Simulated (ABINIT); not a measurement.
BN:

```
N B
1.0
     2.49824    0.00000    0.00000
    -1.24912    2.16354    0.00000
     0.00000    0.00000    6.63570
N B
2 2
Direct
  0.66667 0.33333 0.25000
  0.33333 0.66667 0.75000
  0.66667 0.33333 0.75000
  0.33333 0.66667 0.25000
```

Base run:

| Property | Result |
| --- | --- |
| Program | ABINIT 10.8.3 (patched build) |
| Functional | r2SCAN |
| Potentials or basis | JTH PAW PBE v2.0 |
| Cutoff | 844 eV |
| k mesh | 12 × 12 × 4 |
| Occupations | fermi-dirac, width 0.05 eV |
| Spin | no spin polarisation |

Its results: band gap on the k mesh 4.85 eV, indirect (least direct gap 5.29 eV).

Question: The run is repeated on the same cell with these changes: functional from r2SCAN to TB-mBJ; potentials or basis from JTH PAW PBE v2.0 to JTH PAW LDA v2.0. What comes out?

Answer: Band gap on the k mesh 6.04 eV, indirect (least direct gap 6.41 eV).

Caveats: the atomic spheres overlap; the constant c of TB-mBJ comes from the pseudo density here, which moves gaps by up to 0.3 eV between sets of potentials (some runs).

A k mesh can miss the band edges.
